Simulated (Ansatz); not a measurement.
# ZnO: the cost of one run

Program: Ansatz 0.2.0. Level of theory: DFT PBEsol, scalar-relativistic, plane waves, PAW. These are calculated values, not measurements.

4 further runs of the same task are left out: 4 set aside as unsound or not needed.

## (1) The starting structure

The cell holds 36 atoms (O18YZn17): a = 7.648 Å, b = 7.648 Å, c = 7.648 Å, α = 78.63°, β = 78.63°, γ = 78.63°.

The coordinates of this cell stand in the input of its own run.

The host was relaxed before at PBEsol: a = 3.231 Å, b = 3.231 Å, c = 5.214 Å, α = 90.00°, β = 90.00°, γ = 120.00° (conventional cell), 11.781 Å³/atom.

Places, in fractions of the supercell: Y in place of Zn at (0.278, 0.278, 0.944). The start keeps the symmetry of the ideal site.

## (2) Band edges of the host over the zone

input.yaml reads:

```yaml
crystal:
  lattice:
    - [3.2305167509, 0.0, 0.0]
    - [-1.6152583754, 2.7977095737, 0.0]
    - [0.0, 0.0, 5.2139362918]
  atoms:
    - { symbol: Zn, position: [0.6666666667, 0.3333333333, 0.5006385777] }
    - { symbol: Zn, position: [0.3333333333, 0.6666666667, 0.0006385777] }
    - { symbol: O, position: [0.6666666667, 0.3333333333, 0.8796714223] }
    - { symbol: O, position: [0.3333333333, 0.6666666667, 0.3796714223] }
basis:
  ecutwfc: 420
  xc_grid: 2
kpoints:
  mp_grid: { grid: [9, 9, 6] }
  band_path: { path: [VBM, CBM], npoints: 2 }
hamiltonian:
  xc: pbesol
scf:
  occupations: { method: gaussian, width: 0.02 }
output:
  forces: true
  stress: true
  eigenvalues: true
```

The run is started by

```console
ansatz run input.yaml --threads 8 --pin off --max-ram 16384MiB --backend cpu --events-out ev --progress --plain --runs-dir out
```

Q: Estimate wall time and peak memory on 8 threads of Arm Neoverse V1, shared host.

About 1.5 s, with a peak of 0.38 GiB.
